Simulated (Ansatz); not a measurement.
# H2C: the cost of one run

Program: Ansatz 0.2.0. Level of theory: DFT PBE, scalar-relativistic, plane waves, PAW, and further levels as typed in the inputs. These are calculated values, not measurements.

## 1. The structure to begin with

It takes space group Pmmm (No. 47, orthorhombic). The conventional cell has a = 12.000 Å, b = 12.500 Å, c = 13.000 Å, α = 90.00°, β = 90.00°, γ = 90.00°. C (site symmetry mm2) is surrounded by 2 H at 1.08 Å. Around H (site symmetry m) lie 1 C at 1.08 Å.

Coordinates:

```cif
data_structure
_symmetry_space_group_name_H-M 'P 1'
_symmetry_Int_Tables_number 1
_cell_length_a 12.0000
_cell_length_b 12.5000
_cell_length_c 13.0000
_cell_angle_alpha 90.000
_cell_angle_beta 90.000
_cell_angle_gamma 90.000
_cell_volume 1950.00
loop_
_atom_site_label
_atom_site_type_symbol
_atom_site_fract_x
_atom_site_fract_y
_atom_site_fract_z
_atom_site_occupancy
C1 C 0.50000 0.50000 0.55134 1
C2 C 0.50000 0.50000 0.44866 1
H1 H 0.50000 0.57383 0.59521 1
H2 H 0.50000 0.42617 0.59521 1
H3 H 0.50000 0.57383 0.40479 1
H4 H 0.50000 0.42617 0.40479 1
```

## 2. Relaxing the atoms: H4C2 in a box, no spin

input.yaml reads:

```yaml
crystal:
  lattice:
    - [12.0, 0.0, 0.0]
    - [0.0, 12.5, 0.0]
    - [0.0, 0.0, 13.0]
  atoms:
    - { symbol: C, position: [0.5, 0.5, 0.5513446154] }
    - { symbol: C, position: [0.5, 0.5, 0.4486553846] }
    - { symbol: H, position: [0.5, 0.57382656, 0.5952073077] }
    - { symbol: H, position: [0.5, 0.42617344, 0.5952073077] }
    - { symbol: H, position: [0.5, 0.57382656, 0.4047926923] }
    - { symbol: H, position: [0.5, 0.42617344, 0.4047926923] }
scf:
  occupations: { method: fixed }
output:
  forces: true
  write_density: true
  write_potential: true
  elf: true
  volumetric_format: npy
hamiltonian:
  xc: pbe
kpoints:
  mp_grid: { grid: [1, 1, 1] }
relax:
  f_tol: 0.003
  max_steps: 80
```

Launch:

```
ansatz run input.yaml --threads 8 --pin off --max-ram 12288MiB --backend cpu --events-out ev --progress --plain --runs-dir out
```

**Question.** How long does this run take on 8 threads of Arm Neoverse V2, shared host, and how much memory does it need?

About 3.7 s, with a peak of 0.94 GiB.
